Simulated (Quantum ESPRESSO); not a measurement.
PbS (Galena): zone-centre phonons under several settings

```
CELL_PARAMETERS angstrom
0.00000 2.96575 2.96575
2.96575 0.00000 2.96575
2.96575 2.96575 0.00000
ATOMIC_POSITIONS crystal
Pb 0.00000 0.00000 0.00000
S 0.50000 0.50000 0.50000
```

All runs used Quantum ESPRESSO 7.5; potentials PseudoDojo 0.4.1 SR PBE standard; k mesh 4 × 4 × 4, shifted; no spin polarisation; cutoff 762 eV; occupations smeared at first, fixed for the response.

```tsv
level	geometry	volume (Å³/atom)	pressure (GPa)	lowest optical mode without the field (cm⁻¹)	sum of the Born charges (e)
PBE	relaxed at 0 GPa	27.06	0.0	61	0.40
PBE	relaxed at 2 GPa	26.13	2.0	85	0.43
PBE	relaxed at 5 GPa	24.99	5.0	111	0.46
PBE	relaxed at 10 GPa	?	10.0	?	?
PBE	relaxed at 15 GPa	22.42	15.0	165	0.54
```

Q: What stands in the row left open?

A: Volume 23.54 Å³/atom; lowest optical mode without the field 142 cm⁻¹; sum of the Born charges 0.51 e.

Caveats: the cell is more than 3 GPa from zero pressure, which shifts response properties (some runs).

For the row left open. Caveat: the mesh is thin for the dielectric tensor, Born charges and intensities, which usually come out too large; the cell is more than 3 GPa from zero pressure, which shifts response properties; the Born charges break their sum rule by 0.51 e, a sign of too thin a mesh.
